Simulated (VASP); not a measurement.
# K (Im-3m) in VASP: notebook, part 2 of 2

VASP 6.6.1. Earlier steps stand in the parts before.

## 4. Single point, r2SCAN

File INCAR:

```
SYSTEM = K
ADDGRID = .False.
ALGO = Normal
EDIFF = 1E-6
ENCUT = 450
ISIF = 2
ISMEAR = -1
LASPH = .True.
LCHARG = .False.
LMIXTAU = .True.
LREAL = .False.
LWAVE = .False.
METAGGA = R2SCAN
NBANDS = 10
NELM = 100
PREC = Accurate
SIGMA = 0.4
```

File KPOINTS:

```
k-points
0
Gamma
  4 4 4
  0 0 0
```

File POSCAR:

```
K
1.0
   -2.6491090000      2.6630490000      2.6437420000
    2.6773590000     -2.6874940000      2.6964360000
    2.7342160000      2.7726000000     -2.6681870000
K
1
Direct
   -0.0060180000      0.0074470000      0.0002300000
```

Potentials or basis: VASP PAW PBE potentials, release 64 (K_pv).

Started as:

```bash
$ cat potpaw_PBE.64/K_pv/POTCAR > POTCAR
$ mpirun -np 1 vasp_std > vasp.out
```

OUTCAR:

```text
SYSTEM = K
   EDIFF = 1E-6
   ENCUT = 450
   ISIF = 2
   ISMEAR = -1
   LASPH = .True.
   LREAL = .False.
   METAGGA = R2SCAN
   NELM = 100
   PREC = Accurate

 Found     36 irreducible k-points:

 Following reciprocal coordinates:
            Coordinates               Weight
  0.000000  0.000000  0.000000      1.000000
  0.250000  0.000000 -0.000000      2.000000
  0.500000  0.000000 -0.000000      1.000000
  0.000000  0.250000  0.000000      2.000000
  0.250000  0.250000 -0.000000      2.000000
  0.500000  0.250000 -0.000000      2.000000
   k-points           NKPTS =     36   k-points in BZ     NKDIM =     36   number of bands    NBANDS=     10
   number of dos      NEDOS =    301   number of ions     NIONS =      1
   total plane-waves  NPLWV =  36864
   dimension x,y,z NGX =    32 NGY =   32 NGZ =   36
   dimension x,y,z NGXF=    64 NGYF=   64 NGZF=   72
   ions per type =               1
   NGX,Y,Z   is equivalent  to a cutoff of  11.58, 11.43, 12.68 a.u.
   NGXF,Y,Z  is equivalent  to a cutoff of  23.16, 22.86, 25.36 a.u.
 SYSTEM =  K
   PREC   = accura    normal or accurate (medium, high low for compatibility)
   ISTART =      0    job   : 0-new  1-cont  2-samecut
   ICHARG =      2    charge: 1-file 2-atom 10-const
   ISPIN  =      1    spin polarized calculation?
   LNONCOLLINEAR =      F non collinear calculations
   LSORBIT =      F    spin-orbit coupling
   LASPH  =      T    aspherical Exc in radial PAW
   ENCUT  =  450.0 eV  33.07 Ry    5.75 a.u.   7.94  8.05  8.16*2*pi/ulx,y,z
   NELM   =    100;   NELMIN=  2; NELMDL= -5     # of ELM steps
   EDIFF  = 0.1E-05   stopping-criterion for ELM
   LREAL  =      F    real-space projection
   EDIFFG = 0.1E-04   stopping-criterion for IOM
   NSW    =      0    number of steps for IOM
   IBRION =     -1    ionic relax: 0-MD 1-quasi-New 2-CG
   NFREE  =      0    steps in history (QN), initial steepest desc. (CG)
   ISIF   =      2    stress and relaxation
   ISYM   =      2    0-nonsym 1-usesym 2-fastsym
   POTIM  = 0.5000    time-step for ionic-motion
   TEBEG  =    0.0;   TEEND  =   0.0 temperature during run
   PSTRESS=    0.0 pullay stress
   NELECT =       7.0000    total number of electrons
   NUPDOWN=      -1.0000    fix difference up-down
   EMIN   =  10.00;   EMAX   =-10.00  energy-range for DOS
   EFERMI =   0.00;   METHOD = LEGACY
   ISMEAR =    -1;   SIGMA  =   0.40  broadening in eV -4-tet -1-fermi 0-gaus
   EFERMI_NEDOS =   21; number of points for ismear=-14 and -15
   IALGO  =     38    algorithm
   IMIX   =      4    mixing-type and parameters
     AMIX     =   0.40;   BMIX     =  1.00
     AMIX_MAG =   1.60;   BMIX_MAG =  1.00
  volume/ion in A,a.u.               =      78.52       529.87
  Fermi-wavevector in a.u.,A,eV,Ry     =   0.731335  1.382024  7.277098  0.534852
  Thomas-Fermi vector in A             =   1.823527
   LORBIT       =      0    0 simple, 1 ext, 2 COOP (PROOUT), +10 PAW based schemes
   METAGGA = R2SCAN    functional components
   LHFCALC =     F    Hartree Fock is set to
   AEXX    =    0.0000 exact exchange contribution
   IVDW    =     0    specifies the selected vdW correction
   LEPSILON=     F    determine dielectric tensor
   LRPA    =     F    only Hartree local field effects (RPA)
 non-spin polarized calculation
  energy-cutoff  :      450.00
  volume of cell :       78.52
 maximum number of plane-waves:      1718
   NGX = 15   NGY = 17   NGZ = 17

 number of electron       7.0000000 magnetization

 Free energy of the ion-electron system (eV)
  ---------------------------------------------------
  ext. energy  EPLUGINS =         0.00000000
  ---------------------------------------------------
  free energy    TOTEN  =        -6.16738264 eV

  energy without entropy =       -5.76313425  energy(sigma->0) =       -5.96525845

 E-fermi :  -1.3017     XC(G=0):  -5.7841

 val. band max:       -1.3048871611   @ k =   0.0000   0.2500   0.2500
 cond. band min:      -1.3002632117   @ k =   0.2500   0.0000   0.2500
 fundamental gap:      0.0046239494
 Fermi energy:        -1.3016684505

 k-point     1 :       0.0000    0.0000    0.0000
  band No.  band energies     occupation
      1     -17.4905      2.00000
      2     -17.4890      2.00000
      3     -17.4881      2.00000
      4      -3.4248      1.99014
      5       3.4809      0.00001
      6       3.5437      0.00001
      7       3.6741      0.00001
      8       4.5099      0.00000
      9       4.6107      0.00000
     10       6.8352      0.00000

 k-point     2 :       0.2500    0.0000   -0.0000
  band No.  band energies     occupation
      1     -17.5192      2.00000
      2     -17.4983      2.00000
      3     -17.4888      2.00000
      4      -2.6456      1.93285
      5       2.0054      0.00051
      6       2.7797      0.00007
      7       4.1455      0.00000
      8       4.3300      0.00000
      9       4.4029      0.00000
     10       6.6746      0.00000

 k-point     3 :       0.5000    0.0000   -0.0000
  band No.  band energies     occupation
      1     -17.5479      2.00000
      2     -17.5077      2.00000
      3     -17.4888      2.00000
      4      -0.6080      0.30010
      5      -0.5639      0.27304
      6       2.2675      0.00027
      7       4.1650      0.00000
      8       4.9174      0.00000
      9       5.1583      0.00000
     10       5.6139      0.00000

 k-point     4 :       0.0000    0.2500    0.0000
  band No.  band energies     occupation
      1     -17.5165      2.00000
      2     -17.4981      2.00000
      3     -17.4898      2.00000
      4      -2.6577      1.93478
      5       1.9499      0.00059
      6       2.7471      0.00008
      7       4.1292      0.00000
      8       4.4382      0.00000
      9       4.4612      0.00000
     10       6.6570      0.00000

 k-point     5 :       0.2500    0.2500   -0.0000
  band No.  band energies     occupation
      1     -17.5314      2.00000
      2     -17.5160      2.00000
      3     -17.4952      2.00000
      4      -1.2524      0.93848
      5       0.8161      0.00999
      6       1.4014      0.00232
      7       3.9382      0.00000
      8       4.2469      0.00000
      9       5.1934      0.00000
     10       6.0434      0.00000

 k-point     6 :       0.5000    0.2500   -0.0000
  band No.  band energies     occupation
      1     -17.5417      2.00000
      2     -17.5107      2.00000
      3     -17.4936      2.00000
      4      -1.1999      0.87349
      5       0.7901      0.01066
      6       1.4209      0.00221
      7       3.9197      0.00000
      8       4.3070      0.00000
      9       5.0735      0.00000
     10       6.2412      0.00000

 [... further k-points ...]

------------------------ aborting loop because EDIFF is reached ----------------------------------------

  FORCE on cell =-STRESS in cart. coord.  units (eV):
  Direction    XX          YY          ZZ          XY          YZ          ZX
  --------------------------------------------------------------------------------------
  -------------------------------------------------------------------------------------
  Total        0.0408719      0.0390792      0.0514563     -0.0361852      0.0112504     -0.0101364
  in kB        0.8339929      0.7974129      1.0499696     -0.7383609      0.2295658     -0.2068338
  external PRESSURE =       0.8937918 kB  Pullay stress =       0.0000000 kB

 VOLUME and BASIS-vectors are now :
 -----------------------------------------------------------------------------
  energy-cutoff  :      450.00
  volume of cell :       78.52
      direct lattice vectors                 reciprocal lattice vectors
    -2.649109000  2.663049000  2.643742000    -0.003889548  0.184877607  0.188126541
     2.677359000 -2.687494000  2.696436000     0.183848792 -0.002040834  0.186277758
     2.734216000  2.772600000 -2.668187000     0.181941348  0.181121382 -0.000133391

 POSITION                                       TOTAL-FORCE (eV/Angst)
 -----------------------------------------------------------------------------------
     -2.61260      2.62765      2.64730        -0.000000      0.000000     -0.000000
 -----------------------------------------------------------------------------------
    total drift:                               -0.000001      0.000023      0.000011

  FREE ENERGIE OF THE ION-ELECTRON SYSTEM (eV)
  ---------------------------------------------------
  free  energy   TOTEN  =        -6.1673826437 eV

  energy  without entropy=       -5.7631342491  energy(sigma->0) =       -5.96525845
```

stdout:

```text
POSCAR found type information on POSCAR K
 POSCAR found :  1 types and       1 ions
 scaLAPACK will be used
 -----------------------------------------------------------------------------
|                                                                             |
|                                                                             |
|     You enforced a specific xc type in the INCAR file but a different       |
|     I HOPE YOU KNOW WHAT YOU ARE DOING!                                     |
|                                                                             |
 -----------------------------------------------------------------------------

 LDA part: xc-table for (None), standard interpolation
 POSCAR, INCAR and KPOINTS ok, starting setup
 FFT: planning ... GRIDC
 FFT: planning ... GRID_SOFT
 FFT: planning ... GRID
 WAVECAR not read
 entering main loop
```

Run time: 73 s. Hardware: 1 thread of Intel Xeon Platinum 8559C (Emerald Rapids), shared host; peak memory 0.19 GiB.

These settings aren't checked as converged: the numbers below hold their error.

Results:

```
Free energy            : -6.1674 eV
Pressure               : 0.1 GPa
Band gap on the k mesh : none (metal or under the smearing width)
```

Caveat: the k mesh is coarse (spacing up to 0.41 Å⁻¹), so the values aren't converged; the PAW data sets were made with another functional, which shifts forces and pressure a little.

## 5. Single point, r2SCAN

INCAR: that of step 4 with these lines changed.

```diff
@@ -16,2 +16,2 @@
 PREC = Accurate
-SIGMA = 0.4
+SIGMA = 0.2
```

KPOINTS is that of step 4.

File POSCAR:

```
K
1.0
   -2.6975585167      2.6975585167      2.6975585167
    2.6975585167     -2.6975585167      2.6975585167
    2.6975585167      2.6975585167     -2.6975585167
K
1
Direct
    0.0000000000      0.0000000000      0.0000000000
```

Started as:

```bash
$ cat potpaw_PBE.64/K_pv/POTCAR > POTCAR
$ mpirun -np 1 vasp_std > vasp.out
```

Wall time 22 s (1 thread of Intel Xeon Platinum 8559C (Emerald Rapids), shared host); peak memory 0.18 GiB.

The run converged, but some of its settings lie outside the range that counts as converged, so its numbers aren't taken as properties of the crystal.

Results:

- Free energy: -6.0050 eV
- Pressure: 0.0 GPa
- Band gap on the k mesh: none (metal or under the smearing width)

Caveat: the k mesh is coarse (spacing up to 0.41 Å⁻¹), so the values aren't converged; the PAW data sets were made with another functional, which shifts forces and pressure a little.
